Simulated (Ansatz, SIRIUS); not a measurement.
## One calculation of Si2W, 4 ways

```
CELL_PARAMETERS angstrom
-1.60690 1.60690 3.91495
1.60690 -1.60690 3.91495
1.60690 1.60690 -3.91495
ATOMIC_POSITIONS crystal
W 0.00000 0.00000 0.00000
Si 0.66530 0.66530 0.00000
Si 0.33470 0.33470 0.00000
```

Alike in all runs: task band structure; functional PBE; k mesh 12 × 12 × 12; occupations fermi-dirac, width 0.05 eV; no spin polarisation; no spin-orbit coupling. Pressure is positive in compression and, in plane waves, holds the error of the finite cutoff, which Ansatz's Pulay term estimates and takes out.

```json
{"program and potentials": "Ansatz, Ansatz PAW", "plane-wave cutoff (eV)": "420", "notes": "Pulay term of +0.05 GPa included", "pressure (GPa)": "3.29", "largest force (eV/Å)": "0.076"}
{"program and potentials": "SIRIUS, all-electron FP-LAPW (ZORA valence), apw+lo standard", "plane-wave cutoff (eV)": "-", "notes": "-", "pressure (GPa)": "-", "largest force (eV/Å)": "0.074"}
{"program and potentials": "SIRIUS, all-electron FP-LAPW (Koelling-Harmon valence), apw+lo standard", "plane-wave cutoff (eV)": "-", "notes": "-", "pressure (GPa)": "-", "largest force (eV/Å)": "0.074"}
{"program and potentials": "Ansatz, all-electron LAPW, scalar-relativistic", "plane-wave cutoff (eV)": "-", "notes": "-", "pressure (GPa)": "3.27", "largest force (eV/Å)": "0.073"}
```

Force on atom 2 (Si), eV/Å:

```tsv
program and potentials	x	y	z
Ansatz, Ansatz PAW	0.000	0.000	0.076
SIRIUS, all-electron FP-LAPW (ZORA valence), apw+lo standard	0.000	0.000	0.074
SIRIUS, all-electron FP-LAPW (Koelling-Harmon valence), apw+lo standard	0.000	0.000	0.074
Ansatz, all-electron LAPW, scalar-relativistic	0.000	0.000	0.073
```

The pressure spans 3.27 (Ansatz, all-electron LAPW, scalar-relativistic) to 3.29 GPa (Ansatz, Ansatz PAW), with all-electron results at 3.27.

The functional is the same throughout but for its coding, so the spread measures potentials, basis and numerics; runs on potential files found faulty are left out.

The positive pressure means that this WSi2 cell is smaller than its PBE equilibrium volume, so it would expand on relaxation. If the cell is close to the measured one, this is probably PBE's familiar slight underbinding. Directional W 5d–Si 3p bonding makes the disilicide stiff, so even a modest volume mismatch produces a pressure of a few GPa.

The force on the silicon atom lies along the tetragonal axis, the only direction its site symmetry allows. It points away from the silicon partner on that axis and towards the axial tungsten. The internal coordinate is therefore slightly off equilibrium at this fixed cell, with the Si–Si pair tending to lengthen and the axial W–Si contact to shorten. This suggests a small readjustment between Si–Si and W–Si bonding, not a structural instability.

The close agreement between PAW and all-electron forces indicates that both residuals belong to the chosen geometry and functional rather than to the tungsten or silicon potentials. The scalar pressure doesn't show how the expansion would divide between the two lattice parameters.
